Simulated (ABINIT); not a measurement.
# Cu (Fm-3m) in ABINIT: a series of runs

One crystal, Cu, is run at these levels: PBE; tasks: single point.

Everything below comes from runs of ABINIT 10.8.3 (patched build). Logs are shortened: lines on timing, memory, paths and dates and some standing lists are left out, and cuts for length are marked. The log counts tension as positive stress, the text compression.

## (1) Starting point

The structure is cubic, space group Fm-3m (No. 225). Conventional cell: a = 3.615 Å, b = 3.615 Å, c = 3.615 Å, α = 90.00°, β = 90.00°, γ = 90.00°. Cu (site symmetry m-3m) is surrounded by 12 Cu at 2.56 Å.

## (2) Single point, PBE

run.abi

```
# Pseudopotentials
pp_dirpath "./"
pseudos "Cu.GGA_PBE-JTH.xml"

# Structure
acell 3*1.0 Angstrom
rprim
     0.0000000000     1.8075000000     1.8075000000
     1.8075000000     0.0000000000     1.8075000000
     1.8075000000     1.8075000000     0.0000000000
ntypat 1
znucl 29
natom 1
typat 1
xred
     0.0000000000     0.0000000000     0.0000000000

# Plane-wave basis
ecut 26.0
pawecutdg 48.0
pawxcdev 0

# k points
kptopt 1
ngkpt 13 13 13
nshiftk 1
shiftk 0.0 0.0 0.0

# Exchange and correlation
ixc 11

# Bands and occupations
nband 14
occopt 4
tsmear 0.2 eV

# SCF cycle
nstep 100
tolvrs 1.0e-9

# Output
iomode 3
prtwf 0
prtden 0
prteig 0
prtebands 0
enunit 2
```

Potentials or basis: JTH PAW PBE v2.0.

Started as:

```
$ abinit run.abi > log 2>&1
```

run.abo:

```text
.Version 10.8.3 of ABINIT
 Symmetries : space group Fm -3 m (#225); Bravais cF (face-center cubic)
================================================================================
 Values of the parameters that define the memory need of the present run
     intxc =       0    ionmov =       0      iscf =      17    lmnmax =      18
     lnmax =       6     mgfft =      24  mpssoang =       3    mqgrid =    3001
     natom =       1  nloc_mem =       2    nspden =       1   nspinor =       1
    nsppol =       1      nsym =      48    n1xccc =       1    ntypat =       1
    occopt =       4   xclevel =       2
       mpw =         531          nfft =       13824          nkpt =          84
 PAW method is used; the additional fine FFT grid is defined by:
   mgfftf=        32    nfftf =     32768
================================================================================
================================================================================

--------------------------------------------------------------------------------
------------- Echo of variables that govern the present computation ------------
--------------------------------------------------------------------------------
 -outvars: echo values of preprocessed input variables --------
            acell      1.8897261259E+00  1.8897261259E+00  1.8897261259E+00 Bohr
              amu      6.35460000E+01
             ecut      2.60000000E+01 Hartree
           enunit           2
                       outvar_i_n : Printing only first  50 k-points.
              ixc          11
                       outvar_i_n : Printing only first  50 k-points.
         kptrlatt       13    0    0      0   13    0      0    0   13
          kptrlen      6.27965122E+01
            natom           1
            nband          14
            ngfft          24      24      24
          ngfftdg          32      32      32
             nkpt          84
            nstep         100
             nsym          48
           ntypat           1
                       prtocc : prtvol=0, do not print more k-points.
           occopt           4
        pawecutdg      4.80000000E+01 Hartree
         pawxcdev           0
           prtden           0
        prtebands           0
           prteig           0
            prtwf           0
            rprim      0.0000000000E+00  1.8075000000E+00  1.8075000000E+00
                       1.8075000000E+00  0.0000000000E+00  1.8075000000E+00
                       1.8075000000E+00  1.8075000000E+00  0.0000000000E+00
          spgroup         225
           tolvrs      1.00000000E-09
           tsmear      7.34986444E-03 Hartree
            typat      1
           useylm           1
                       outvars : Printing only first  50 k-points.
            znucl       29.00000

================================================================================

 chkinp: Checking input parameters for consistency.

================================================================================
== DATASET  1 ==================================================================

--- !DatasetInfo
iteration_state: {dtset: 1, }
dimensions: {natom: 1, nkpt: 84, mband: 14, nsppol: 1, nspinor: 1, nspden: 1, mpw: 531, }
cutoff_energies: {ecut:  26.0, pawecutdg:  48.0, }
electrons: {nelect:   1.90000000E+01, charge:   0.00000000E+00, occopt:   4.00000000E+00, tsmear:   7.34986444E-03, }
meta: {optdriver: 0, ionmov: 0, optcell: 0, iscf: 17, paral_kgb: 0, }
...

 Exchange-correlation functional for the present dataset will be:
  GGA: Perdew-Burke-Ernzerhof functional - ixc=11
  J.P.Perdew, K.Burke, M.Ernzerhof, PRL 77, 3865 (1996)

 Real(R)+Recip(G) space primitive vectors, cartesian coordinates (Bohr,Bohr^-1):
 R(1)=  0.0000000  3.4156800  3.4156800  G(1)= -0.1463837  0.1463837  0.1463837
 R(2)=  3.4156800  0.0000000  3.4156800  G(2)=  0.1463837 -0.1463837  0.1463837
 R(3)=  3.4156800  3.4156800  0.0000000  G(3)=  0.1463837  0.1463837 -0.1463837
 Unit cell volume ucvol=  7.9700586E+01 bohr^3
 Angles (23,13,12)=  6.00000000E+01  6.00000000E+01  6.00000000E+01 degrees

 Coarse grid specifications (used for wave-functions):

 getcut: wavevector=  0.0000  0.0000  0.0000  ngfft=  24  24  24
         ecut(hartree)=     26.000   => boxcut(ratio)=   2.16455

 Fine grid specifications (used for densities):

 getcut: wavevector=  0.0000  0.0000  0.0000  ngfft=  32  32  32
         ecut(hartree)=     48.000   => boxcut(ratio)=   2.12409

--- Pseudopotential description ------------------------------------------------
- pspini: atom type   1  psp file is ./Cu.GGA_PBE-JTH.xml
 Pseudopotential format is: paw10
 basis_size (lnmax)=  6 (lmn_size= 18), orbitals=   0   0   1   1   2   2
 Spheres core radius: rc_sph= 2.00090475
 Shapefunction is SIN type: shapef(r)=[sin(pi*r/rshp)/(pi*r/rshp)]**2
 Radius for shape functions =  1.80603571
 Compensation charge density is not taken into account in XC energy/potential

   7.07019918E+02                                ecore*ucvol(ha*bohr**3)
--------------------------------------------------------------------------------

[... 7 lines left out ...]

     iter   Etot(hartree)      deltaE(h)  residm     nres2
 ETOT  1  -194.50896695364    -1.945E+02 5.917E+01 1.877E+01
 ETOT  2  -198.21883857262    -3.710E+00 3.491E-01 1.219E+02
 ETOT  3  -198.02543439921     1.934E-01 7.140E-02 2.175E+01
 ETOT  4  -197.96998871882     5.545E-02 2.479E-02 1.465E+00
 ETOT  5  -197.96546692037     4.522E-03 3.819E-03 4.415E-01
 ETOT  6  -197.96462646435     8.405E-04 1.748E-03 2.168E-01
 ETOT  7  -197.96380745784     8.190E-04 1.040E-03 2.208E-03
 ETOT  8  -197.96381416090    -6.703E-06 9.001E-04 2.592E-03
 ETOT  9  -197.96381896587    -4.805E-06 2.469E-04 3.909E-03
 ETOT 10  -197.96380778223     1.118E-05 7.730E-05 2.798E-04
 ETOT 11  -197.96380755029     2.319E-07 4.140E-05 3.133E-04
 ETOT 12  -197.96380742866     1.216E-07 5.229E-05 4.006E-04
 ETOT 13  -197.96380736019     6.848E-08 1.670E-05 4.446E-04
 ETOT 14  -197.96380788369    -5.235E-07 1.815E-05 1.009E-04
 ETOT 15  -197.96380804756    -1.639E-07 4.923E-06 7.018E-07
 ETOT 16  -197.96380804883    -1.267E-09 6.115E-06 2.689E-07
 ETOT 17  -197.96380804937    -5.446E-10 1.608E-06 1.500E-07
 ETOT 18  -197.96380804917     2.002E-10 1.972E-06 4.426E-08
 ETOT 19  -197.96380804915     2.558E-11 5.178E-07 1.990E-08
 ETOT 20  -197.96380804914     3.467E-12 6.372E-07 1.843E-08
 ETOT 21  -197.96380804911     3.047E-11 1.671E-07 3.289E-10

 At SCF step   21       nres2   =  3.29E-10 < tolvrs=  1.00E-09 =>converged.

 Cartesian components of stress tensor (hartree/bohr^3)
  sigma(1 1)= -5.38412423E-05  sigma(3 2)=  0.00000000E+00
  sigma(2 2)= -5.38412423E-05  sigma(3 1)=  0.00000000E+00
  sigma(3 3)= -5.38412423E-05  sigma(2 1)=  0.00000000E+00

--- !ResultsGS
iteration_state: {dtset: 1, }
comment   : Summary of ground state results
lattice_vectors:
- [  0.0000000,   3.4156800,   3.4156800, ]
- [  3.4156800,   0.0000000,   3.4156800, ]
- [  3.4156800,   3.4156800,   0.0000000, ]
lattice_lengths: [   4.83050,    4.83050,    4.83050, ]
lattice_angles: [ 60.000,  60.000,  60.000, ] # degrees, (23, 13, 12)
lattice_volume:   7.9700586E+01
convergence: {deltae:  3.047E-11, res2:  3.289E-10, residm:  1.671E-07, diffor: null, }
etotal    :  -1.97963808E+02
entropy   :   0.00000000E+00
fermie    :   2.67590572E-01
cartesian_stress_tensor: # hartree/bohr^3
- [ -5.38412423E-05,   0.00000000E+00,   0.00000000E+00, ]
- [  0.00000000E+00,  -5.38412423E-05,   0.00000000E+00, ]
- [  0.00000000E+00,   0.00000000E+00,  -5.38412423E-05, ]
pressure_GPa:   1.5841E+00
xred      :
- [  0.0000E+00,   0.0000E+00,   0.0000E+00, Cu]
cartesian_forces: # hartree/bohr
- [ -0.00000000E+00,  -0.00000000E+00,  -0.00000000E+00, ]
force_length_stats: {min:   0.00000000E+00, max:   0.00000000E+00, mean:   0.00000000E+00, }
...

 Integrated electronic density in atomic spheres:
 ------------------------------------------------
 Atom  Sphere_radius  Integrated_density
    1        2.00090         17.36560566

================================================================================

 ----iterations are completed or convergence reached----

 Mean square residual over all n,k,spin=   21.962E-11; max=  16.708E-08
 reduced coordinates (array xred) for    1 atoms
       0.000000000000      0.000000000000      0.000000000000
 rms dE/dt=  0.0000E+00; max dE/dt=  0.0000E+00; dE/dt below (all hartree)
    1       0.000000000000      0.000000000000      0.000000000000

 cartesian coordinates (angstrom) at end:
    1      0.00000000000000     0.00000000000000     0.00000000000000

 cartesian forces (hartree/bohr) at end:
    1     -0.00000000000000    -0.00000000000000    -0.00000000000000
 frms,max,avg= 0.0000000E+00 0.0000000E+00   0.000E+00  0.000E+00  0.000E+00 h/b

 cartesian forces (eV/Angstrom) at end:
    1     -0.00000000000000    -0.00000000000000    -0.00000000000000
 frms,max,avg= 0.0000000E+00 0.0000000E+00   0.000E+00  0.000E+00  0.000E+00 e/A
 length scales=  1.889726125908  1.889726125908  1.889726125908 bohr
              =  1.000000000000  1.000000000000  1.000000000000 angstroms
 Fermi (or HOMO) energy (hartree) =   0.26759   Average Vxc (hartree)=  -0.44129
 Eigenvalues (hartree) for nkpt=  84  k points:
 kpt#   1, nband= 14, wtk=  0.00046, kpt=  0.0000  0.0000  0.0000 (reduced coord)
  -3.87757   -2.30871   -2.30871   -2.30871   -0.08432    0.15061    0.15061    0.15061
   0.18108    0.18108    1.09961    1.19119    1.19119    1.19119
      occupation numbers for kpt#   1
   2.00000    2.00000    2.00000    2.00000    2.00000    2.00000    2.00000    2.00000
   2.00000    2.00000    0.00000    0.00000    0.00000    0.00000
 prteigrs : prtvol=0 or 1, do not print more k-points.

 Fermi (or HOMO) energy (eV) =   7.28151   Average Vxc (eV)= -12.00818
 Eigenvalues (   eV  ) for nkpt=  84  k points:
 kpt#   1, nband= 14, wtk=  0.00046, kpt=  0.0000  0.0000  0.0000 (reduced coord)
-105.51410  -62.82330  -62.82330  -62.82330   -2.29439    4.09819    4.09819    4.09819
   4.92749    4.92749   29.92198   32.41383   32.41383   32.41383
 prteigrs : prtvol=0 or 1, do not print more k-points.

--- !EnergyTerms
iteration_state     : {dtset: 1, }
comment             : Components of total free energy in Hartree
kinetic             :  1.09643980350596E+01
hartree             :  4.12593627215293E+01
xc                  : -2.74257611879358E+00
Ewald energy        : -1.21142438844008E+02
psp_core            :  8.87095004001797E+00
local_psp           : -1.02920450252114E+02
PAW spherical_terms : -3.22529943348550E+01
internal            : -1.97963748753163E+02
'-kT*entropy'       : -5.11724862954071E-05
total_energy        : -1.97963799925650E+02
total_energy_eV     : -5.38686942249896E+03
...

--- !EnergyTermsDC
iteration_state     : {dtset: 1, }
comment             : '"Double-counting" decomposition of free energy'
band_energy         : -1.99669758607344E+01
Ewald energy        : -1.21142438844008E+02
psp_core            :  8.87095004001797E+00
xc_dc               : -4.04619954271493E+01
PAW spherical_terms : -2.52632967847513E+01
internal            : -1.97963756876625E+02
'-kT*entropy'       : -5.11724862954071E-05
total_energy_dc     : -1.97963808049111E+02
total_energy_dc_eV  : -5.38686964354960E+03
...

--- !EnergyTermsWithPAWCore
iteration_state     : {dtset: 1, }
comment             : 'Components of total free energy, including PAW core contributions'
Total energy        : -1.65498699206525E+03
Total energy DC     : -1.65498700018871E+03
Total energy (eV)   : -4.50344902731618E+04
Total energy DC (eV): -4.50344904942124E+04
...

 Cartesian components of stress tensor (hartree/bohr^3)
  sigma(1 1)= -5.38412423E-05  sigma(3 2)=  0.00000000E+00
  sigma(2 2)= -5.38412423E-05  sigma(3 1)=  0.00000000E+00
  sigma(3 3)= -5.38412423E-05  sigma(2 1)=  0.00000000E+00

-Cartesian components of stress tensor (GPa)         [Pressure=  1.5841E+00 GPa]
- sigma(1 1)= -1.58406404E+00  sigma(3 2)=  0.00000000E+00
- sigma(2 2)= -1.58406404E+00  sigma(3 1)=  0.00000000E+00
- sigma(3 3)= -1.58406404E+00  sigma(2 1)=  0.00000000E+00

== END DATASET(S) ==============================================================
================================================================================

 -outvars: echo values of variables after computation  --------
            acell      1.8897261259E+00  1.8897261259E+00  1.8897261259E+00 Bohr
           etotal     -1.9796380805E+02
            fcart     -0.0000000000E+00 -0.0000000000E+00 -0.0000000000E+00
            rprim      0.0000000000E+00  1.8075000000E+00  1.8075000000E+00
                       1.8075000000E+00  0.0000000000E+00  1.8075000000E+00
                       1.8075000000E+00  1.8075000000E+00  0.0000000000E+00
           strten     -5.3841242321E-05 -5.3841242321E-05 -5.3841242321E-05
                       0.0000000000E+00  0.0000000000E+00  0.0000000000E+00
 Calculation completed.
```

It took 30 s on 1 thread of Arm Neoverse V1, shared host; peak memory 0.1 GiB.

What came out:

- Free energy: -5386.8696 eV
- Pressure: 1.6 GPa
- Band gap on the k mesh: none (metal or under the smearing width)
- Valence electrons inside the program's atomic spheres: Cu 17.37 (radii [1.0588] Å)

## (3) Single point, PBE

run.abi, as its differences from that of step 2:

```diff
@@ -33,3 +33,3 @@
 nband 14
-occopt 4
+occopt 5
 tsmear 0.2 eV
```

Potentials or basis: JTH PAW PBE v2.0.

Started as:

```
$ abinit run.abi > log 2>&1
```

run.abo:

```text
.Version 10.8.3 of ABINIT
 Symmetries : space group Fm -3 m (#225); Bravais cF (face-center cubic)
================================================================================
 Values of the parameters that define the memory need of the present run
     intxc =       0    ionmov =       0      iscf =      17    lmnmax =      18
     lnmax =       6     mgfft =      24  mpssoang =       3    mqgrid =    3001
     natom =       1  nloc_mem =       2    nspden =       1   nspinor =       1
    nsppol =       1      nsym =      48    n1xccc =       1    ntypat =       1
    occopt =       5   xclevel =       2
       mpw =         531          nfft =       13824          nkpt =          84
 PAW method is used; the additional fine FFT grid is defined by:
   mgfftf=        32    nfftf =     32768
================================================================================
================================================================================

--------------------------------------------------------------------------------
------------- Echo of variables that govern the present computation ------------
--------------------------------------------------------------------------------
 -outvars: echo values of preprocessed input variables --------
            acell      1.8897261259E+00  1.8897261259E+00  1.8897261259E+00 Bohr
              amu      6.35460000E+01
             ecut      2.60000000E+01 Hartree
           enunit           2
                       outvar_i_n : Printing only first  50 k-points.
              ixc          11
                       outvar_i_n : Printing only first  50 k-points.
         kptrlatt       13    0    0      0   13    0      0    0   13
          kptrlen      6.27965122E+01
            natom           1
            nband          14
[... 198 lines left out ...]
band_energy         : -1.99669248951058E+01
Ewald energy        : -1.21142438844008E+02
psp_core            :  8.87095004001797E+00
xc_dc               : -4.04620414446422E+01
PAW spherical_terms : -2.52632966934751E+01
internal            : -1.97963751837213E+02
'-kT*entropy'       : -7.02870128013391E-05
total_energy_dc     : -1.97963822124226E+02
total_energy_dc_eV  : -5.38687002655299E+03
...

--- !EnergyTermsWithPAWCore
iteration_state     : {dtset: 1, }
comment             : 'Components of total free energy, including PAW core contributions'
Total energy        : -1.65498700668937E+03
Total energy DC     : -1.65498701426383E+03
Total energy (eV)   : -4.50344906711045E+04
Total energy DC (eV): -4.50344908772158E+04
...

 Cartesian components of stress tensor (hartree/bohr^3)
  sigma(1 1)= -5.39906592E-05  sigma(3 2)=  0.00000000E+00
  sigma(2 2)= -5.39906592E-05  sigma(3 1)=  0.00000000E+00
  sigma(3 3)= -5.39906592E-05  sigma(2 1)=  0.00000000E+00

-Cartesian components of stress tensor (GPa)         [Pressure=  1.5885E+00 GPa]
- sigma(1 1)= -1.58846004E+00  sigma(3 2)=  0.00000000E+00
- sigma(2 2)= -1.58846004E+00  sigma(3 1)=  0.00000000E+00
- sigma(3 3)= -1.58846004E+00  sigma(2 1)=  0.00000000E+00

== END DATASET(S) ==============================================================
================================================================================

 -outvars: echo values of variables after computation  --------
            acell      1.8897261259E+00  1.8897261259E+00  1.8897261259E+00 Bohr
           etotal     -1.9796382212E+02
            fcart     -0.0000000000E+00 -0.0000000000E+00 -0.0000000000E+00
            rprim      0.0000000000E+00  1.8075000000E+00  1.8075000000E+00
                       1.8075000000E+00  0.0000000000E+00  1.8075000000E+00
                       1.8075000000E+00  1.8075000000E+00  0.0000000000E+00
           strten     -5.3990659203E-05 -5.3990659203E-05 -5.3990659203E-05
                       0.0000000000E+00  0.0000000000E+00  0.0000000000E+00
 Calculation completed.
```

Wall time 28 s (1 thread of Arm Neoverse V1, shared host); peak memory 0.1 GiB.

What came out:

* Free energy: -5386.8700 eV
* Pressure: 1.6 GPa
* Band gap on the k mesh: none (metal or under the smearing width)
* Valence electrons inside the program's atomic spheres: Cu 17.37 (radii [1.0588] Å)

Levels at points of the mesh, in eV from the Fermi level:
```csv
k point,band 7,band 8,band 9,band 10,band 11,band 12,band 13,band 14
"(0.00, 0.00, 0.00)",-3.18,-3.18,-2.36,-2.36,22.64,25.13,25.13,25.13
```

## (4) Single point, PBE

run.abi, as its differences from that of step 3:

```diff
@@ -33,3 +33,3 @@
 nband 14
-occopt 5
+occopt 6
 tsmear 0.2 eV
```

Started as:

```
$ abinit run.abi > log 2>&1
```

Wall time 27 s (1 thread of Arm Neoverse V1, shared host); peak memory 0.1 GiB.

The run converged. Its results:

```yaml
Free_energy: -5386.8688 eV
Pressure: 1.6 GPa
Band_gap_on_the_k_mesh: none (metal or under the smearing width)
Valence_electrons_inside_the_program's_atomic_spheres: Cu 17.37 (radii [1.0588] Å)
```

Levels at points of the mesh, in eV from the Fermi level:
```
           k point  band 7  band 8  band 9  band 10  band 11  band 12  band 13  band 14
(0.00, 0.00, 0.00)   -3.18   -3.18   -2.35    -2.35    22.64    25.13    25.13    25.13
```

## (5) Summary

```csv
smearing,gap on the mesh (eV),pressure (GPa)
cold (ABINIT) 0.2 eV,none,1.6
cold-b (ABINIT) 0.2 eV,none,1.6
methfessel-paxton 0.2 eV,none,1.6
```

Alike in all rows: task single point; level PBE; potentials or basis JTH PAW PBE v2.0; no spin polarisation; cell as given; k mesh 13 × 13 × 13; cutoff (eV) 707.

Every run on the cell as given and a fine mesh finds a metal.

Total energies depend on the potentials used, so only differences within one code and one set of settings carry meaning.
